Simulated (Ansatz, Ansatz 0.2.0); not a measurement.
# Enthalpy of formation of CsCl-type ScPd: relaxed LDA within 0.05 eV/atom of a compiled value

## Experiment

The quantity is the enthalpy released when solid scandium and solid palladium combine to the 1:1 compound ScPd. The value used for comparison is −89.3 kJ per mole of atoms, or −0.926 eV/atom, taken from a printed reference work on machine-learning prediction of intermetallic formation enthalpies. It is a compiled value; the method behind it, the temperature and the sample are not given with it. The normalisation needs care: the figure counts atoms, so the enthalpy per mole of ScPd formula units is twice as large. The structural starting point is a diffraction cell from the Crystallography Open Database, cubic Pm-3m with a = 3.283 Å and two atoms in the primitive cell.

| compared with | measured | source's wording or label | method |
| --- | --- | --- | --- |
| ΔH per atom (eV/atom) | −0.926 | -89.3 kJ/mol atoms | compiled value, method not stated |

Conditions are those given with the value in the passage it was taken from; "not stated" means there, and the paper may say more elsewhere. The values are a selection: others may have been left out beforehand as unlike or outlying.

## Plan

The aim is the cheapest level of theory that reproduces the enthalpy of formation of ScPd to within 0.05 eV/atom. Reaction enthalpies of strongly exothermic intermetallics commonly carry an experimental uncertainty of a few hundredths of an eV per atom, so this limit is close to what the comparison can bear.

The model is the perfectly ordered, non-magnetic compound, with hexagonal scandium and face-centred cubic palladium as the reference elements. The enthalpy is the total energy of the compound less those of the elements, all computed with the same functional and potentials. Zero-point and thermal contributions are left out; between metallic solids they largely cancel, and what remains should be roughly 0.01 eV/atom.

The work starts with LDA at fixed cells, then adds relaxation and tests of cutoff and k mesh. Gradient-corrected functionals follow if LDA misses the target, and dearer ones only if those miss as well.

Plain PBE isn't shown in this study.

System: ScPd; Pm-3m (No. 221), 2 atoms in the primitive cell; the database structure is a diffraction structure: a = 3.283 Å; structure from the Crystallography Open Database.

On the selection of runs and values: Further runs on this system are not shown.

## 1. LDA at fixed cells

Single-point energies in the database cells of compound and elements avoid all relaxation and give a first magnitude for little effort. LDA prefers smaller cells than the measured ones, so each of the three solids is held somewhat stretched. Much of that strain energy should cancel in the difference, and an enthalpy near −0.9 to −1.0 eV/atom is expected, probably on the overbound side.

**Run 1.** Ansatz 0.2.0: LDA, compound and elements in their database cells, PAW set soft_2, cutoff 420 eV, 10x10x10 k mesh, Gaussian smearing 0.1 eV.

Key lines of the input:
```
crystal:
  # lattice and atoms
kpoints:
  mp_grid: { grid: [10, 10, 10] }
hamiltonian:
  xc: lda
scf:
  occupations: { method: gaussian, width: 0.1 }
output:
  forces: true
  stress: true
basis:
  ecutwfc: 420.0
```

Command:
```
ansatz run input.yaml --threads 4 --pin off --max-ram 8192MiB --backend cpu --events-out ev --progress --plain --runs-dir out
```

Selected lines of the output:
```
[ScPd, 2 atoms, space group Pm-3m, 10x10x10 mesh] E sigma→0 (E₀):  -8935.394110 eV
[Sc, 2 atoms, space group P6_3/mmc, 15x15x8 mesh] E sigma→0 (E₀):  -4177.930826 eV
[Pd, 1 atoms, space group Fm-3m, 18x18x18 mesh] E sigma→0 (E₀):  -6844.570219 eV
```

Converged; 2.8 s on 4 cores of Arm Neoverse V1, shared host.

| quantity | run 1 | measured | deviation |
| --- | --- | --- | --- |
| ΔH per atom (eV/atom) | −0.9292 | −0.926 | −0.0032 (−0.3 %) |
| ΔH per mole of formula units (kJ/mol) | −179.3 |  |  |
| conventional cell volume (Å³) | 35.38 |  |  |

The fixed-cell enthalpy is −0.929 eV/atom, 0.003 eV/atom from the compiled value and well inside the target. The closeness cannot yet be credited to LDA, because none of the three solids is at its own LDA equilibrium volume. The strain energies enter the difference with opposite signs for compound and elements, and their balance is unknown.

## 2. Relaxing compound and elements

Relaxation at the same cutoff and k mesh removes the strain from all three solids and leaves the functional's own enthalpy. The cell of ScPd should contract by a few per cent in volume. The enthalpy is expected to move by a few hundredths of an eV per atom at most, in a direction that depends on whether the compound or the elements gain more.

**Run 2.** Ansatz 0.2.0: LDA, compound and elements relaxed, PAW set soft_2, cutoff 420 eV, 10x10x10 k mesh, Gaussian smearing 0.1 eV.

Key lines of the input, as changed from run 1:
```diff
+ relax:
+   adjacent_minimum: "off"
+   f_tol: 0.005
+   max_steps: 60
+   cell: { stress_tol: 0.03 }
```

Selected lines of the output:
```
[ScPd, 2 atoms, space group Pm-3m, 10x10x10 mesh] E sigma→0 (E₀):  -8935.424799 eV
[Sc, 2 atoms, space group P6_3/mmc, 15x15x8 mesh] E sigma→0 (E₀):  -4178.029706 eV
[Pd, 1 atoms, space group Fm-3m, 18x18x18 mesh] E sigma→0 (E₀):  -6844.587418 eV
```

Converged; took 16 s.

| quantity | run 2 | measured | deviation |
| --- | --- | --- | --- |
| ΔH per atom (eV/atom) | −0.9113 | −0.926 | +0.0147 (+1.6 %) |
| ΔH per mole of formula units (kJ/mol) | −175.8 |  |  |
| conventional cell volume (Å³) | 33.74 |  |  |

With all three solids relaxed, LDA gives −0.911 eV/atom, 0.015 eV/atom less exothermic than the compiled value and still within the target. Scandium gains most from relaxation, 0.099 eV for its two-atom cell, against 0.031 eV for the cell of ScPd and 0.017 eV for palladium. The elements together therefore gain more than the compound, and the enthalpy shrinks by 0.018 eV/atom. Part of the closer agreement at fixed cells came from this unequal strain.

The volume of ScPd falls from 35.38 to 33.74 Å³, or 4.6 %, a contraction of the size usual for LDA.

## 3. Cutoff and k mesh for relaxed LDA

The relaxed LDA level meets the target, so its numerical settings are tested next, one at a time: a cutoff of 570 eV on the same mesh, and a 14×14×14 mesh at the same cutoff. Total energies may shift visibly with the cutoff, but most of that shift should cancel between compound and elements. Changes below 0.01 eV/atom are expected from both.

**Run 3.** Ansatz 0.2.0: LDA, compound and elements relaxed, PAW set soft_2, cutoff 570 eV, 10x10x10 k mesh, Gaussian smearing 0.1 eV.

Key lines of the input, as changed from run 2:
```diff
  basis:
-   ecutwfc: 420.0
+   ecutwfc: 570.0
```

Converged; took 21 s.

**Run 4.** Ansatz 0.2.0: LDA, compound and elements relaxed, PAW set soft_2, cutoff 420 eV, 14x14x14 k mesh, Gaussian smearing 0.1 eV.

Key lines of the input, as changed from run 2:
```diff
  kpoints:
-   mp_grid: { grid: [10, 10, 10] }
+   mp_grid: { grid: [14, 14, 14] }
```

Selected lines of the output:
```
[ScPd, 2 atoms, space group Pm-3m, 14x14x14 mesh] E sigma→0 (E₀):  -8935.451789 eV
[Pd, 1 atoms, space group Fm-3m, 22x22x22 mesh] E sigma→0 (E₀):  -6844.580865 eV
```

Converged; took 23 s.

| quantity | run 3 | run 4 | measured |
| --- | --- | --- | --- |
| ΔH per atom (eV/atom) | −0.9112 | −0.9284 | −0.926 |
| ΔH per mole of formula units (kJ/mol) | −175.8 | −179.1 |  |
| conventional cell volume (Å³) | 33.74 | 33.69 |  |

The higher cutoff changes the enthalpy by only 0.0001 eV/atom, so 420 eV is sufficient for relaxed LDA with these potentials.

The k mesh matters far more than anticipated. The denser mesh makes the enthalpy 0.017 eV/atom more exothermic, at −0.928 eV/atom. Most of this comes from the compound, whose energy falls by 0.027 eV per cell, while that of palladium rises by 0.007 eV per atom; the two changes add up in the difference instead of cancelling. The shift is about a third of the target width, and two meshes do not establish a limit. The near coincidence with the compiled value, 0.002 eV/atom, is therefore finer than the sampling supports.

Both meshes nevertheless leave relaxed LDA well inside 0.05 eV/atom. The accuracy sought does not call for a dearer functional, and the work ends here.

## Summary of runs

| run | settings | ΔH per atom (eV/atom) | deviation | cost |
| --- | --- | --- | --- | --- |
| 1 | LDA, compound and elements in their database cells, cutoff 420 eV, 10x10x10 k mesh | −0.9292 | −0.0032 (−0.3 %) | under 1 core-min |
| 2 | LDA, compound and elements relaxed, cutoff 420 eV, 10x10x10 k mesh | −0.9113 | +0.0147 (+1.6 %) | 62 core-s |
| 3 | LDA, compound and elements relaxed, cutoff 570 eV, 10x10x10 k mesh | −0.9112 | +0.0148 (+1.6 %) | 84 core-s |
| 4 | LDA, compound and elements relaxed, cutoff 420 eV, 14x14x14 k mesh | −0.9284 | −0.0024 (−0.3 %) | 94 core-s |
|  | measured | −0.926 |  |  |

Further runs on the same system, made beside this series (convergence steps with loose settings among them):

| further | settings | ΔH per atom (eV/atom) | deviation | cost |
| --- | --- | --- | --- | --- |
| F1 | r2SCAN+rVV10, compound and elements relaxed, cutoff 520 eV, 10x10x10 k mesh | −0.9156 | +0.0104 (+1.1 %) | 2.1 core-min |
| F2 | r2SCAN, compound and elements relaxed, cutoff 520 eV, 10x10x10 k mesh | −0.9231 | +0.0029 (+0.3 %) | 100 core-s |
| F3 | PBEsol, compound and elements relaxed, cutoff 420 eV, 10x10x10 k mesh | −0.8873 | +0.0387 (+4.2 %) | under 1 core-min |
| F4 | PBEsol+D3(BJ), compound and elements relaxed, cutoff 420 eV, 10x10x10 k mesh | −0.9079 | +0.0181 (+2.0 %) | under 1 core-min |
| F5 | BLYP, compound and elements relaxed, cutoff 420 eV, 10x10x10 k mesh | −0.9592 | −0.0332 (−3.6 %) | under 1 core-min |
| F6 | LDA, compound and elements relaxed, cutoff 420 eV, 6x6x6 k mesh | −0.9448 | −0.0188 (−2.0 %) | under 1 core-min |
|  | measured | −0.926 |  |  |

## Verdict

Relaxed LDA meets the target of 0.05 eV/atom. On the denser k mesh it gives −0.928 eV/atom against the compiled −0.926 eV/atom, at a cost of 94 core-seconds. The coarser 10×10×10 mesh, at 62 core-seconds, also passes, with a deviation of 0.015 eV/atom.

The deviation of 0.002 eV/atom on the denser mesh is finer than the calculation supports. From the coarsest mesh to the densest, the enthalpy runs −0.945, −0.911 and −0.928 eV/atom, without a steady trend. All three values lie within the target, but the sampling remains uncertain by about 0.02 eV/atom. The cutoff, by contrast, hardly matters: raising it to 570 eV changes the result by 0.0001 eV/atom.

The fixed-cell calculation was the lightest step and also landed close, but unequal strain in compound and elements contributed 0.018 eV/atom to its enthalpy. Relaxation was needed to expose this. LDA still makes the cell of ScPd almost 5 % smaller in volume than the diffraction cell, so the good enthalpy probably owes much to errors in binding that cancel between three metallic solids, rather than to an accurate description of each.

The other functionals, all on the 10×10×10 mesh, support the choice of an inexpensive level. r2SCAN deviates by 0.003 eV/atom, and PBEsol, at 0.039 eV/atom, passes by less than the mesh uncertainty. Their order cannot be settled on this sampling, and the target gives no reason to pay for a meta-GGA.

Omitted thermal and zero-point terms, roughly 0.01 eV/atom, could move the result either way. The uncertainty of the compiled value is not given with it, so agreement closer than a few hundredths of an eV per atom carries no weight.

[Logs are printed without paths, hosts, clocks, repeated set-up lines and the standing remarks that a program may print on its own settings, such as how far it seeks lower states.]

[The runs shown are a pick from a larger set of finished runs; failed, doubtful and other runs were left out of it ahead of writing. So were measured values far from every level or from commonly accepted values, and agreement can look better than it is. Lines of input and output are excerpts and may be shortened.]
